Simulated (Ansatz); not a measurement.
Level of theory: DFT PBE, scalar-relativistic, plane waves, PAW in Ansatz 0.2.0. All cells share a 420 eV cutoff and Γ-centred k meshes spaced at most about 0.3 Å⁻¹ (about 0.25 or finer for metals, 2π included). No spin polarisation.

These are static total energies at zero pressure.

Two forms of Si5Ru were relaxed alike.

A. Space group P6/mmm (No. 191), hexagonal, a = 4.711 Å, c = 4.730 Å. Around Si on a site of symmetry -6m2 lie 9 Si at 2.72–2.73 Å and 3 Ru at 2.72 Å; Si on a site of symmetry mmm has 4 Si at 2.36 Å and 4 Si at 2.73 Å; Ru has 6 Si at 2.72 Å and 12 Si at 3.34 Å.

B. Space group F-43m (No. 216), cubic, a = 7.021 Å. Si on a site of symmetry 3m has 6 Si at 2.46–2.50 Å, 3 Si at 2.91 Å and 3 Ru at 2.91 Å; Si on a site of symmetry -43m has 12 Si at 2.91 Å and 4 Ru at 3.04 Å; Ru is surrounded by 16 Si at 2.91–3.04 Å.

Question: Which would you expect to be lower, and how large is the difference?

Answer: B is lower, by 15 meV/atom. A has space group P6/mmm (No. 191), 15.2 Å³/atom and no gap on its mesh; B has space group F-43m (No. 216), 14.4 Å³/atom and no gap. Counting Si atoms around Ru (those within 1.25 times the shortest such distance or 1.15 times the sum of covalent radii, 1.27 where that leaves under three; a plus sign parts nearer from farther groups), A has Ru 6+12 and B has Ru 16. A holds Si–Si nets (shortest 2.36 Å); B holds Si–Si bonds in all directions (shortest 2.46 Å). The denser one is the lower, and pressure would at first widen the difference. Even the lower one lies +0.63 eV/atom against the reference forms of the elements (uncorrected), so neither is stable at this level. Both come from invented guesses.

For metals, differences of a few meV/atom aren't resolved. Cells relaxed within their symmetry can be saddle points.
